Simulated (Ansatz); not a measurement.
# Titanium, simple cubic under BLYP: structure, energy and stiffness, part 2 of 2

Aim: take titanium in the simple cubic structure, relax it, solve it on a dense k-mesh, then scale the cell to 7 volumes from 88 to 112 % of the relaxed one and try a fit of the equation of state. Spin polarisation is left out. The k-meshes are 12×12×12 for the relaxation; 19×19×19 for the dense run; 13×13×13 for the volumes.

Ansatz 0.2.0; DFT, BLYP, plane waves (420 eV) with PAW, scalar-relativistic. Earlier steps stand in the parts before.

## 6. The cell scaled to 96 % of its volume

This is Ti in the simple cubic structure; at room conditions it is hcp.

File input.yaml:

```yaml
crystal:
  lattice:
    - [2.6381818685, 0.0, 0.0]
    - [0.0, 2.6381818685, 0.0]
    - [0.0, 0.0, 2.6381818685]
  atoms:
    - { symbol: Ti, position: [0.0, 0.0, 0.0] }
hamiltonian:
  xc: blyp
  pseudopotentials:
    kind: paw
    azcp:
      Ti: "pseudopotentials/Ti.paw.azcp"
basis:
  ecutwfc: 420
  fft_grid_basis: typed
kpoints:
  mp_grid: { grid: [13, 13, 13], shift: [0, 0, 0] }
magnetization:
  spin_polarized: false
scf:
  occupations: { method: fermi_dirac, width: 0.1 }
  lower_state_search: "off"
output:
  stress: true
```

What it wrote, shortened:

```text
Warning: RAYON_NUM_THREADS=2 ignored (pool sized by the plan → 2); use --threads N
[...]
Pseudopotentials: kind: paw
Pseudopotential: Ti, paw, valence charge 12, recommended cutoff 420 eV (normal), <dir>
Functional definition: BLYP
[...]
Crystal: 1 atoms, lattice volume = 18.362 Å³
Basis set: ecut = 420 eV, 365 PW (Γ), exchange–correlation on 36×36×36 points (8 copies of the dense FFT grid, shifted against one another)
Bands: 10, of which v1, the nominal top of the filled ones, is band 6 counted from 1 (5 counted from 0)
Symmetry: 48 space group operations
Space group: Pm-3m (ITA 221), of the structure as read, at distance tolerance 2.6e-5 Å
k-points: 84 of 2197
[...]
SCF iter   1: F=—  HF=-2505.237476 eV  |F-HF|=—  |Δ(HF+E_count)|=         —  Δρ=1.98e-2  dr2=8.95e-2  ethr=1.77e-3  ⟨swp⟩=4.9  Hψ=4721  notcnv=0
[...]
SCF iter   6: F=-2505.212108 eV  HF=-2505.212108 eV  |F-HF|=2.84e-10  |Δ(HF+E_count)|=   2.35e-8  Δρ=3.82e-6  dr2=2.47e-9  ethr=8.33e-10  ⟨swp⟩=4.0  Hψ=2442  notcnv=0
[...]
SCF converged after 6 iterations
Free energy (F): -2505.212108 eV
[...]
E sigma→0 (E₀):  -2505.175762 eV
Entropy (-TS):   -0.072693 eV (-72.693 meV/atom)
Fermi energy:    12.774725 eV
[...]
--- Stress (GPa, compression-positive) ---
        2.969052       0.000000       0.000000
        0.000000       2.969052       0.000000
        0.000000       0.000000       2.969052
  P = ⅓ Tr σ = 2.9691 GPa (29.691 kbar)
```

Run time: 0.71 s. Hardware: 2 threads of Arm Neoverse V1, shared host; peak memory 0.27 GiB.

## 7. The cell scaled to 100 % of its volume

Changes to input.yaml since step 6:

```diff
@@ -2,5 +2,5 @@
   lattice:
-    - [2.6381818685, 0.0, 0.0]
-    - [0.0, 2.6381818685, 0.0]
-    - [0.0, 0.0, 2.6381818685]
+    - [2.6743258376, 0.0, 0.0]
+    - [0.0, 2.6743258376, 0.0]
+    - [0.0, 0.0, 2.6743258376]
   atoms:
```

What it wrote, shortened:

```text
Warning: RAYON_NUM_THREADS=2 ignored (pool sized by the plan → 2); use --threads N
[...]
Pseudopotentials: kind: paw
Pseudopotential: Ti, paw, valence charge 12, recommended cutoff 420 eV (normal), <dir>
Functional definition: BLYP
[...]
Crystal: 1 atoms, lattice volume = 19.127 Å³
Basis set: ecut = 420 eV, 365 PW (Γ), exchange–correlation on 36×36×36 points (8 copies of the dense FFT grid, shifted against one another)
Bands: 10, of which v1, the nominal top of the filled ones, is band 6 counted from 1 (5 counted from 0)
Symmetry: 48 space group operations
Space group: Pm-3m (ITA 221), of the structure as read, at distance tolerance 2.7e-5 Å
k-points: 84 of 2197
[...]
SCF iter   1: F=—  HF=-2505.241934 eV  |F-HF|=—  |Δ(HF+E_count)|=         —  Δρ=1.87e-2  dr2=8.45e-2  ethr=1.77e-3  ⟨swp⟩=4.8  Hψ=4697  notcnv=0
[...]
SCF iter   6: F=-2505.218546 eV  HF=-2505.218546 eV  |F-HF|=2.40e-10  |Δ(HF+E_count)|=   2.88e-9  Δρ=3.83e-6  dr2=2.49e-9  ethr=8.33e-10  ⟨swp⟩=4.0  Hψ=2434  notcnv=0
[...]
SCF converged after 6 iterations
Free energy (F): -2505.218546 eV
[...]
E sigma→0 (E₀):  -2505.180890 eV
Entropy (-TS):   -0.075313 eV (-75.313 meV/atom)
Fermi energy:    12.169961 eV
[...]
--- Stress (GPa, compression-positive) ---
       -0.172946       0.000000       0.000000
        0.000000      -0.172946       0.000000
        0.000000       0.000000      -0.172946
  P = ⅓ Tr σ = -0.1729 GPa (-1.729 kbar)
```

Wall time 0.72 s (2 threads of Arm Neoverse V1, shared host); peak memory 0.27 GiB.

## 8. The cell scaled to 104 % of its volume

Changes to input.yaml since step 7:

```diff
@@ -2,5 +2,5 @@
   lattice:
-    - [2.6743258376, 0.0, 0.0]
-    - [0.0, 2.6743258376, 0.0]
-    - [0.0, 0.0, 2.6743258376]
+    - [2.7095183712, 0.0, 0.0]
+    - [0.0, 2.7095183712, 0.0]
+    - [0.0, 0.0, 2.7095183712]
   atoms:
```

What it wrote, shortened:

```text
Warning: RAYON_NUM_THREADS=2 ignored (pool sized by the plan → 2); use --threads N
[...]
Pseudopotentials: kind: paw
Pseudopotential: Ti, paw, valence charge 12, recommended cutoff 420 eV (normal), <dir>
Functional definition: BLYP
[...]
Crystal: 1 atoms, lattice volume = 19.892 Å³
Basis set: ecut = 420 eV, 389 PW (Γ), exchange–correlation on 40×40×40 points (8 copies of the dense FFT grid, shifted against one another)
Bands: 10, of which v1, the nominal top of the filled ones, is band 6 counted from 1 (5 counted from 0)
Symmetry: 48 space group operations
Space group: Pm-3m (ITA 221), of the structure as read, at distance tolerance 2.7e-5 Å
k-points: 84 of 2197
[...]
SCF iter   1: F=—  HF=-2505.233122 eV  |F-HF|=—  |Δ(HF+E_count)|=         —  Δρ=1.78e-2  dr2=8.13e-2  ethr=1.77e-3  ⟨swp⟩=4.8  Hψ=4695  notcnv=0
[...]
SCF iter   6: F=-2505.211301 eV  HF=-2505.211301 eV  |F-HF|=6.84e-10  |Δ(HF+E_count)|=   1.30e-8  Δρ=4.15e-6  dr2=2.95e-9  ethr=8.33e-10  ⟨swp⟩=4.0  Hψ=2415  notcnv=0
[...]
SCF converged after 6 iterations
Free energy (F): -2505.211301 eV
[...]
E sigma→0 (E₀):  -2505.172294 eV
Entropy (-TS):   -0.078013 eV (-78.013 meV/atom)
Fermi energy:    11.610378 eV
[...]
--- Stress (GPa, compression-positive) ---
       -2.778580      -0.000000       0.000000
       -0.000000      -2.778580       0.000000
        0.000000       0.000000      -2.778580
  P = ⅓ Tr σ = -2.7786 GPa (-27.786 kbar)
```

Wall time 0.73 s (2 threads of Arm Neoverse V1, shared host); peak memory 0.27 GiB.

## 9. The cell scaled to 108 % of its volume

Changes to input.yaml since step 8:

```diff
@@ -2,5 +2,5 @@
   lattice:
-    - [2.7095183712, 0.0, 0.0]
-    - [0.0, 2.7095183712, 0.0]
-    - [0.0, 0.0, 2.7095183712]
+    - [2.7438197135, 0.0, 0.0]
+    - [0.0, 2.7438197135, 0.0]
+    - [0.0, 0.0, 2.7438197135]
   atoms:
```

What it wrote, shortened:

```text
Warning: RAYON_NUM_THREADS=2 ignored (pool sized by the plan → 2); use --threads N
[...]
Pseudopotentials: kind: paw
Pseudopotential: Ti, paw, valence charge 12, recommended cutoff 420 eV (normal), <dir>
Functional definition: BLYP
[...]
Crystal: 1 atoms, lattice volume = 20.657 Å³
Basis set: ecut = 420 eV, 437 PW (Γ), exchange–correlation on 40×40×40 points (8 copies of the dense FFT grid, shifted against one another)
Bands: 10, of which v1, the nominal top of the filled ones, is band 6 counted from 1 (5 counted from 0)
Symmetry: 48 space group operations
Space group: Pm-3m (ITA 221), of the structure as read, at distance tolerance 2.7e-5 Å
k-points: 84 of 2197
[...]
SCF iter   1: F=—  HF=-2505.213203 eV  |F-HF|=—  |Δ(HF+E_count)|=         —  Δρ=1.69e-2  dr2=7.86e-2  ethr=1.77e-3  ⟨swp⟩=4.8  Hψ=4733  notcnv=0
[...]
SCF iter   6: F=-2505.192707 eV  HF=-2505.192707 eV  |F-HF|=2.45e-10  |Δ(HF+E_count)|=   2.25e-8  Δρ=3.95e-6  dr2=2.62e-9  ethr=8.33e-10  ⟨swp⟩=3.9  Hψ=2406  notcnv=0
[...]
SCF converged after 6 iterations
Free energy (F): -2505.192707 eV
[...]
E sigma→0 (E₀):  -2505.152344 eV
Entropy (-TS):   -0.080725 eV (-80.725 meV/atom)
Fermi energy:    11.091037 eV
[...]
--- Stress (GPa, compression-positive) ---
       -4.940649       0.000000       0.000000
        0.000000      -4.940649       0.000000
        0.000000       0.000000      -4.940649
  P = ⅓ Tr σ = -4.9406 GPa (-49.406 kbar)
```

It took 0.74 s on 2 threads of Arm Neoverse V1, shared host; peak memory 0.27 GiB.

## 10. The cell scaled to 112 % of its volume

Changes to input.yaml since step 9:

```diff
@@ -2,5 +2,5 @@
   lattice:
-    - [2.7438197135, 0.0, 0.0]
-    - [0.0, 2.7438197135, 0.0]
-    - [0.0, 0.0, 2.7438197135]
+    - [2.7772842276, 0.0, 0.0]
+    - [0.0, 2.7772842276, 0.0]
+    - [0.0, 0.0, 2.7772842276]
   atoms:
```

What it wrote, shortened:

```text
Warning: RAYON_NUM_THREADS=2 ignored (pool sized by the plan → 2); use --threads N
[...]
Pseudopotentials: kind: paw
Pseudopotential: Ti, paw, valence charge 12, recommended cutoff 420 eV (normal), <dir>
Functional definition: BLYP
[...]
Crystal: 1 atoms, lattice volume = 21.422 Å³
Basis set: ecut = 420 eV, 437 PW (Γ), exchange–correlation on 40×40×40 points (8 copies of the dense FFT grid, shifted against one another)
Bands: 10, of which v1, the nominal top of the filled ones, is band 6 counted from 1 (5 counted from 0)
Symmetry: 48 space group operations
Space group: Pm-3m (ITA 221), of the structure as read, at distance tolerance 2.8e-5 Å
k-points: 84 of 2197
[...]
SCF iter   1: F=—  HF=-2505.184167 eV  |F-HF|=—  |Δ(HF+E_count)|=         —  Δρ=1.63e-2  dr2=7.72e-2  ethr=1.77e-3  ⟨swp⟩=4.8  Hψ=4723  notcnv=0
[...]
SCF iter   6: F=-2505.164696 eV  HF=-2505.164696 eV  |F-HF|=1.46e-10  |Δ(HF+E_count)|=   3.05e-8  Δρ=3.99e-6  dr2=2.58e-9  ethr=8.33e-10  ⟨swp⟩=3.8  Hψ=2395  notcnv=0
[...]
SCF converged after 6 iterations
Free energy (F): -2505.164696 eV
[...]
E sigma→0 (E₀):  -2505.122990 eV
Entropy (-TS):   -0.083413 eV (-83.413 meV/atom)
Fermi energy:    10.607626 eV
[...]
--- Stress (GPa, compression-positive) ---
       -6.734382       0.000000       0.000000
        0.000000      -6.734382      -0.000000
        0.000000       0.000000      -6.734382
  P = ⅓ Tr σ = -6.7344 GPa (-67.344 kbar)
```

Wall time 0.74 s (2 threads of Arm Neoverse V1, shared host); peak memory 0.28 GiB.

## 11. The equation of state

The cell was scaled evenly, with its shape and the fractional positions fixed.

| V (Å³/atom) | E − E₀ (meV/atom) | P from the stress (GPa) | P from the fit (GPa) |
| --- | --- | --- | --- |
| 16.832 | 68.9 | 11.36 | 11.17 |
| 17.597 | 27.0 | 6.76 | 6.53 |
| 18.362 | 5.3 | 2.97 | 2.70 |
| 19.127 | 0.2 | -0.17 | -0.45 |
| 19.892 | 8.8 | -2.78 | -3.06 |
| 20.657 | 28.7 | -4.94 | -5.22 |
| 21.422 | 58.1 | -6.73 | -7.01 |

A third-order Birch-Murnaghan fit gives V₀ = 19.007 Å³/atom, B₀ = 73 GPa and B₀′ = 3.7; it misses no point by more than 0.01 meV/atom.

The fit is made to E(σ → 0), while the stress belongs to the free energy F; that is one source of the offset between the two pressures.

## 12. Summary of results

The summary covers parts 1 to 2.

```
                      quantity                         value
space group (spins left aside)               Pm-3m (No. 221)
             conventional cell                   a = 2.674 Å
                        volume                19.127 Å³/atom
             shortest distance                       2.674 Å
               gap on the mesh  none (levels filled in part)
               relative to hcp                 +713 meV/atom
                   V₀, B₀, B₀′   19.007 Å³/atom, 73 GPa, 3.7
```

The relaxation enlarged the cell by 0.3 % in volume. It lies 713 meV/atom above the element's reference form at the same level (hcp, from a run of its own). Levels at the Fermi energy are filled in part, as in a metal. B₀ comes out at 73 GPa. The symmetry was held, so the structure may be unstable against distortions that break it.
